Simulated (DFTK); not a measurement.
# CoO (Fm-3m) in DFTK: further runs

One crystal, CoO, is run at these levels: RPBE; tasks: equation of state, single point.

All numbers are computed with DFTK 0.8.2; they aren't measurements. Logs are shortened: lines on timing, memory, paths and dates and some standing lists are left out, and cuts for length are marked.

**1. The crystal as given**

It takes space group Fm-3m (No. 225, cubic). Conventional cell: a = 4.263 Å, b = 4.263 Å, c = 4.263 Å, α = 90.00°, β = 90.00°, γ = 90.00°. Co (site symmetry m-3m) is surrounded by 6 O at 2.13 Å. O (site symmetry m-3m) has 6 Co at 2.13 Å as nearest neighbours.

**2. Equation of state, RPBE, collinear spin, ferromagnetic start**

run.jl reads:

```julia
using DFTK
using PseudoPotentialData
using Unitful, UnitfulAtomic
using LinearAlgebra, Printf
using AtomsBase
include("save.jl")
disable_threading()

cell = [[0.0, 2.1315, 2.1315],
        [2.1315, 0.0, 2.1315],
        [2.1315, 2.1315, 0.0]]u"Å"
system = periodic_system([:Co => [0.0, 0.0, 0.0],
                          :O => [0.5, 0.5, 0.5]],
                         cell; fractional=true)
lattice   = austrip.(hcat(cell_vectors(system)...))
symbols   = atomic_symbol(system, :) .|> Symbol
positions = [lattice \ austrip.(position(system, i)) for i in 1:length(system)]
pseudopotentials = PseudoFamily("dojo.nc.sr.pbe.v0_5.standard.upf")
elements = Dict(s => ElementPsp(s, pseudopotentials) for s in unique(symbols))
atoms    = [elements[s] for s in symbols]
magnetic_moments = [2.0, 0.0]

build_model(lattice, positions; symmetries=true) =
    model_DFT(lattice, atoms, positions;
              functionals=[:gga_x_rpbe, :gga_c_pbe],
              magnetic_moments,
              spin_polarization=:collinear,
              temperature=austrip(0.05u"eV"),
              smearing=Smearing.FermiDirac(),
              symmetries)
Ecut  = 48.0  # hartree
kgrid = [7, 7, 7]
tol   = 1e-6
to_GPa = ustrip(uconvert(u"GPa", 1u"hartree/bohr^3"))

results["points"] = []
for scale in [0.94, 0.96, 0.98, 1.0, 1.02, 1.04, 1.06]
    println("\n=== scale = ", scale)
    model = build_model(cbrt(scale) * lattice, positions)
    basis = PlaneWaveBasis(model; Ecut, kgrid)
    t0 = time()
    scfres = self_consistent_field(basis;
                                   tol,
                                   ρ=guess_density(basis, magnetic_moments),
                                   nbandsalg=AdaptiveBands(model; n_bands_converge=17))
    seconds = time() - t0
    @printf "SCF: %d iterations, %.1f s\n" scfres.n_iter seconds
    forces = compute_forces_cart(scfres)
    stress = compute_stresses_cart(scfres)
    @printf "V = %.5f Å^3  F = %.8f Ha  max force = %.5f eV/Å  p = %.4f GPa\n" ustrip(auconvert(u"Å^3", model.unit_cell_volume)) scfres.energies.total ustrip(auconvert(u"eV/Å", maximum(norm, forces))) (-tr(stress) / 3 * to_GPa)
    push!(results["points"], save_scf!(scfres; forces, stress, d=Dict{String,Any}("seconds" => seconds, "n_matvec" => get(scfres, :n_matvec, 0))))
end

# third-order Birch-Murnaghan fit in x = V^(-2/3)
V = [0.94, 0.96, 0.98, 1.0, 1.02, 1.04, 1.06] * abs(det(lattice))
E = [p["total"] for p in results["points"]]
x = V .^ (-2 / 3)
c = [x .^ 0 x x .^ 2 x .^ 3] \ E
Δ = c[3]^2 - 3c[2] * c[4]
if Δ > 0
    x0 = (-c[3] + sqrt(Δ)) / 3c[4]
    B0 = 4 / 9 * x0^(7 / 2) * (2c[3] + 6c[4] * x0)
    @printf "V0 = %.4f Å^3  B0 = %.2f GPa\n" ustrip(auconvert(u"Å^3", x0^(-3 / 2))) B0 * to_GPa
end
```

Potentials or basis: dojo.nc.sr.pbe.v0_5.standard.upf (PBE).

On the command line:

```sh
> julia --threads=1 run.jl  # save.jl only writes the numbers to a file and isn't shown; printed stress counts tension as positive; times include loading and compiling
```

Log:

```text
=== scale = 0.94
n     Energy            log10(ΔE)   log10(Δρ)   Magnet   |Magn|   Diag   Δtime
---   ---------------   ---------   ---------   ------   ------   ----   ------
  1   -169.5392155388                   -0.56    2.552    2.552    5.4    10.6s
  2   -169.5904816000       -1.29       -0.87    2.603    2.607    1.9    6.15s
  3   -169.5940751296       -2.44       -1.22    2.715    2.728    2.4    6.47s
  4   -169.5942509825       -3.75       -1.65    2.853    2.870    1.0    4.83s
  5   -169.5943599085       -3.96       -2.03    2.918    2.938    1.3    5.02s
  6   -169.5944058392       -4.34       -2.42    2.930    2.952    1.5    5.01s
  7   -169.5944133809       -5.12       -2.98    2.935    2.959    2.0    5.88s
  8   -169.5944136230       -6.62       -3.32    2.937    2.961    1.7    5.25s
  9   -169.5944138565       -6.63       -3.64    2.938    2.963    1.5    5.19s
 10   -169.5944139000       -7.36       -4.06    2.939    2.963    1.6    5.14s
[... 77 further cycles ...]
  4   -169.5967100950       -4.03       -1.56    2.999    3.023    1.0    4.69s
  5   -169.5967124776       -5.62       -2.22    2.999    3.027    1.0    4.68s
  6   -169.5967283346       -4.80       -2.78    2.999    3.027    1.6    5.25s
  7   -169.5967298819       -5.81       -3.42    2.999    3.026    2.1    5.69s
  8   -169.5967299384       -7.25       -3.81    2.999    3.026    1.9    5.59s
  9   -169.5967299468       -8.07       -4.06    2.999    3.026    1.4    5.01s
 10   -169.5967299485       -8.77       -4.46    2.999    3.026    1.6    4.96s
 11   -169.5967299486       -9.95       -5.40    2.999    3.026    1.8    5.33s
 12   -169.5967299486      -10.71       -5.81    2.999    3.026    2.8    6.63s
 13   -169.5967299486      -11.57       -6.20    2.999    3.026    1.8    5.39s
SCF: 13 iterations, 76.6 s
V = 20.53014 Å^3  F = -169.59672995 Ha  max force = 0.00000 eV/Å  p = -5.8863 GPa
V0 = 19.7857 Å^3  B0 = 171.11 GPa
```

It took 17 min on 1 thread of Intel Xeon Platinum 8259CL at 2.50GHz (Skylake/Cascade Lake), shared host; peak memory 1.7 GiB.

Results:

```yaml
Equilibrium_volume: 9.89 Å³/atom
Bulk_modulus: 171 GPa
Pressure_derivative_of_the_bulk_modulus: "3.9 (rough: it moves with the points fitted)"
```

Energy against volume, from the lowest point:
| volume (Å³/atom) | energy (meV/atom) |
| --- | --- |
| 9.103 | 38.53 |
| 9.297 | 21.24 |
| 9.490 | 9.33 |
| 9.684 | 2.41 |
| 9.878 | 0.00 |
| 10.071 | 1.68 |
| 10.265 | 7.02 |

Caveat: the k mesh is coarse (spacing up to 0.36 Å⁻¹), so the values aren't converged; the potentials were made for another functional, which shifts forces and pressure.

**3. Single point, RPBE, collinear spin, ferromagnetic start, 9.10 Å³/atom (volume scaled by 0.94)**

run.jl is that of step 2.

Potentials or basis: dojo.nc.sr.pbe.v0_5.standard.upf (PBE).

On the command line:

```sh
> julia --threads=1 run.jl  # one pass of the loop, scale = 0.94; save.jl only writes the numbers to a file and isn't shown; printed stress counts tension as positive; times include loading and compiling
```

Run time: 87 s. Hardware: 1 thread of Intel Xeon Platinum 8259CL at 2.50GHz (Skylake/Cascade Lake), shared host.

Results (log left out):

```yaml
Free_energy: -4614.8991 eV
Pressure: 16.5 GPa
Band_gap_on_the_k_mesh: none (metal or under the smearing width)
Net_moment: 2.94 μB per cell
Absolute_moment: 2.96 μB per cell
```

Caveat: the k mesh is coarse (spacing up to 0.37 Å⁻¹), so the values aren't converged; the potentials were made for another functional, which shifts forces and pressure; a cell with one magnetic atom can't hold antiferromagnetic order, which such compounds often take; semilocal functionals often make such compounds metallic where correlation or magnetic order opens a gap, which also shifts bond lengths.

**4. Single point, RPBE, collinear spin, ferromagnetic start, 9.30 Å³/atom (volume scaled by 0.96)**

run.jl is that of step 3.

On the command line:

```sh
> julia --threads=1 run.jl  # one pass of the loop, scale = 0.96; save.jl only writes the numbers to a file and isn't shown; printed stress counts tension as positive; times include loading and compiling
```

It took 76 s on 1 thread of Intel Xeon Platinum 8259CL at 2.50GHz (Skylake/Cascade Lake), shared host.

Results (log left out):

```
Free energy            : -4614.9337 eV
Pressure               : 12.0 GPa
Band gap on the k mesh : none (metal or under the smearing width)
Net moment             : 2.98 μB per cell
Absolute moment        : 3.00 μB per cell
```

Caveat: the k mesh is coarse (spacing up to 0.37 Å⁻¹), so the values aren't converged; the potentials were made for another functional, which shifts forces and pressure; a cell with one magnetic atom can't hold antiferromagnetic order, which such compounds often take; semilocal functionals often make such compounds metallic where correlation or magnetic order opens a gap, which also shifts bond lengths.

**5. Single point, RPBE, collinear spin, ferromagnetic start, 9.49 Å³/atom (volume scaled by 0.98)**

run.jl is that of step 4.

On the command line:

```sh
> julia --threads=1 run.jl  # one pass of the loop, scale = 0.98; save.jl only writes the numbers to a file and isn't shown; printed stress counts tension as positive; times include loading and compiling
```

Run time: 85 s. Hardware: 1 thread of Intel Xeon Platinum 8259CL at 2.50GHz (Skylake/Cascade Lake), shared host.

It converged, with:

| Quantity | Value |
| --- | --- |
| Free energy | -4614.9575 eV |
| Pressure | 7.7 GPa |
| Band gap on the k mesh | none (metal or under the smearing width) |
| Net moment | 2.99 μB per cell |
| Absolute moment | 3.02 μB per cell |

Caveat: the k mesh is coarse (spacing up to 0.37 Å⁻¹), so the values aren't converged; the potentials were made for another functional, which shifts forces and pressure; a cell with one magnetic atom can't hold antiferromagnetic order, which such compounds often take; semilocal functionals often make such compounds metallic where correlation or magnetic order opens a gap, which also shifts bond lengths.

**6. Single point, RPBE, collinear spin, ferromagnetic start, 9.68 Å³/atom**

run.jl is that of step 5.

Potentials or basis: dojo.nc.sr.pbe.v0_5.standard.upf (PBE).

On the command line:

```sh
> julia --threads=1 run.jl  # one pass of the loop, scale = 1.0; save.jl only writes the numbers to a file and isn't shown; printed stress counts tension as positive; times include loading and compiling
```

Run time: 77 s. Hardware: 1 thread of Intel Xeon Platinum 8259CL at 2.50GHz (Skylake/Cascade Lake), shared host.

It converged, with:

```yaml
Free_energy: -4614.9713 eV
Pressure: 3.7 GPa
Band_gap_on_the_k_mesh: none (metal or under the smearing width)
Net_moment: 3.00 μB per cell
Absolute_moment: 3.02 μB per cell
```

Caveat: the k mesh is coarse (spacing up to 0.36 Å⁻¹), so the values aren't converged; the potentials were made for another functional, which shifts forces and pressure; a cell with one magnetic atom can't hold antiferromagnetic order, which such compounds often take; semilocal functionals often make such compounds metallic where correlation or magnetic order opens a gap, which also shifts bond lengths.

**7. Single point, RPBE, collinear spin, ferromagnetic start, 9.88 Å³/atom (volume scaled by 1.02)**

run.jl is that of step 6.

On the command line:

```sh
> julia --threads=1 run.jl  # one pass of the loop, scale = 1.02; save.jl only writes the numbers to a file and isn't shown; printed stress counts tension as positive; times include loading and compiling
```

Run time: 74 s. Hardware: 1 thread of Intel Xeon Platinum 8259CL at 2.50GHz (Skylake/Cascade Lake), shared host.

It converged, with:

```
Free energy            : -4614.9762 eV
Pressure               : 0.2 GPa
Band gap on the k mesh : none (metal or under the smearing width)
Net moment             : 3.00 μB per cell
Absolute moment        : 3.02 μB per cell
```

Caveat: the k mesh is coarse (spacing up to 0.36 Å⁻¹), so the values aren't converged; the potentials were made for another functional, which shifts forces and pressure; a cell with one magnetic atom can't hold antiferromagnetic order, which such compounds often take; semilocal functionals often make such compounds metallic where correlation or magnetic order opens a gap, which also shifts bond lengths.

**8. Single point, RPBE, collinear spin, ferromagnetic start, 10.07 Å³/atom (volume scaled by 1.04)**

run.jl is that of step 7.

On the command line:

```sh
> julia --threads=1 run.jl  # one pass of the loop, scale = 1.04; save.jl only writes the numbers to a file and isn't shown; printed stress counts tension as positive; times include loading and compiling
```

It took 75 s on 1 thread of Intel Xeon Platinum 8259CL at 2.50GHz (Skylake/Cascade Lake), shared host.

Results (log left out):

```
Free energy            : -4614.9728 eV
Pressure               : -3.0 GPa
Band gap on the k mesh : none (metal or under the smearing width)
Net moment             : 3.00 μB per cell
Absolute moment        : 3.03 μB per cell
```

Caveat: the potentials were made for another functional, which shifts forces and pressure; a cell with one magnetic atom can't hold antiferromagnetic order, which such compounds often take; semilocal functionals often make such compounds metallic where correlation or magnetic order opens a gap, which also shifts bond lengths.

**9. Single point, RPBE, collinear spin, ferromagnetic start, 10.27 Å³/atom (volume scaled by 1.06)**

run.jl is that of step 8.

Potentials or basis: dojo.nc.sr.pbe.v0_5.standard.upf (PBE).

On the command line:

```sh
> julia --threads=1 run.jl  # one pass of the loop, scale = 1.06; save.jl only writes the numbers to a file and isn't shown; printed stress counts tension as positive; times include loading and compiling
```

It took 77 s on 1 thread of Intel Xeon Platinum 8259CL at 2.50GHz (Skylake/Cascade Lake), shared host.

Results (log left out):

- Free energy: -4614.9621 eV
- Pressure: -5.9 GPa
- Band gap on the k mesh: none (metal or under the smearing width)
- Net moment: 3.00 μB per cell
- Absolute moment: 3.03 μB per cell

Caveat: the potentials were made for another functional, which shifts forces and pressure; a cell with one magnetic atom can't hold antiferromagnetic order, which such compounds often take; semilocal functionals often make such compounds metallic where correlation or magnetic order opens a gap, which also shifts bond lengths.

**10. The reference run**

An earlier run on the cell as given: functional PBEsol; potentials or basis dojo.nc.sr.pbesol.v0_4_1.standard.upf (PBEsol); cutoff 1306 eV; k mesh 11 × 11 × 11; occupations fermi-dirac, width 0.05 eV; collinear spin, ferromagnetic start; starting moments [2.0, 0.0] μB.

* Pressure: -11.1 GPa
* Band gap on the k mesh: none (metal or under the smearing width)
* Net moment: 2.98 μB per cell
* Absolute moment: 3.00 μB per cell
* Site moments: Co +2.61; O +0.37 μB
